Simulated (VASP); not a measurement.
Write the native input for VASP 6.6.1 that does the following.

- Task: relaxation of cell and atoms
- Functional: PBE
- Dispersion: D3(BJ)
- Potentials or basis: VASP PAW PBE potentials, release 64 (Ta_pv)
- Cutoff: 600 eV
- k mesh: 16 × 16 × 16
- Occupations: methfessel-paxton, width 0.1 eV
- Spin: no spin polarisation
- Further INCAR settings: ALGO = Normal; EDIFF = 1e-07; IBRION = 2; EDIFFG = -0.005; NSW = 90; ISIF = 3

The structure of Ta lies in POSCAR:

```
Ta                                      
1.0
   -1.6438463427      1.6438463427      1.6438463427
    1.6438463427     -1.6438463427      1.6438463427
    1.6438463427      1.6438463427     -1.6438463427
  Ta            
     1
Direct
     0.0000000000000000    0.0000000000000000    0.0000000000000000
```

These files were run (other wordings do the same):

INCAR

```
  PREC = Accurate
  ENCUT = 600
  EDIFF = 1E-7
  ISMEAR = 1
  SIGMA = 0.1
  LREAL = False
  LASPH = True
  NELM = 80
  ALGO = Normal
  ISIF = 3
  LWAVE = False
  LCHARG = False
  GGA = PE
  IVDW = 12
  IBRION = 2
  NSW = 90
  EDIFFG = -0.005
```

KPOINTS

```
Automatic mesh
0
Gamma
  16 16 16
```

Potentials or basis: VASP PAW PBE potentials, release 64 (Ta_pv).

Launch:

```bash
$ cat potpaw_PBE.64/Ta_pv/POTCAR > POTCAR
$ mpirun -np 1 vasp_std > vasp.out
```

Results of the run:

```yaml
Pressure_after_relaxing: 0.0 GPa
Band_gap_on_the_k_mesh: none (metal or under the smearing width)
Dispersion_energy_per_atom: -0.672 eV
```

Caveat: the relaxation stopped at its first step, so nothing moved; pairwise dispersion overbinds metals, which lowers pressure and volume.

Wall time 18 s on 1 thread of AMD EPYC 7R13 Processor (Zen 3), on a shared host, peak memory 0.14 GiB.
